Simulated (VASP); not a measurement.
The system is GaSb.

```
CELL_PARAMETERS angstrom
0.00000 3.05900 3.05900
3.05900 0.00000 3.05900
3.05900 3.05900 0.00000
ATOMIC_POSITIONS crystal
Sb 0.75000 0.75000 0.75000
Ga 0.00000 0.00000 0.00000
```

* Program: VASP 6.6.1
* Task: relaxation of cell and atoms
* Functional: RPBE
* Dispersion: D3(BJ)
* Potentials or basis: VASP PAW PBE potentials, release 64 (Sb, Ga_d)
* Cutoff: 600 eV
* k mesh: 8 × 8 × 8
* Occupations: fermi-dirac, width 0.05 eV
* Spin: no spin polarisation

At the start: pressure -5.6 GPa; volume 28.62 Å³/atom.

Q: Where does the relaxation end?

A: Over 3 steps the energy falls by 56.7 meV/atom and the volume is 25.68 Å³/atom (-10.3 %); space group F-43m (No. 216, to 0.05 Å).

The path:
| step | energy change (eV) | largest force (eV/Å) | pressure (GPa) | volume (Å³) |
| --- | --- | --- | --- | --- |
| 1 | 0.0000 | 0.0000 | -5.57 | 57.25 |
| 2 | -0.0968 | 0.0000 | 2.81 | 49.39 |
| 3 | -0.1134 | 0.0000 | 0.05 | 51.35 |

Final structure:
```
Sb Ga
1.0
     0.00000    2.95014    2.95014
     2.95014    0.00000    2.95014
     2.95014    2.95014    0.00000
Sb Ga
1 1
Direct
  0.75000 0.75000 0.75000
  0.00000 0.00000 0.00000
```

Caveat: the PAW data sets were made with another functional, which shifts forces and pressure a little; the volume moved by -10 % from the deposited cell, more than functionals usually miss.
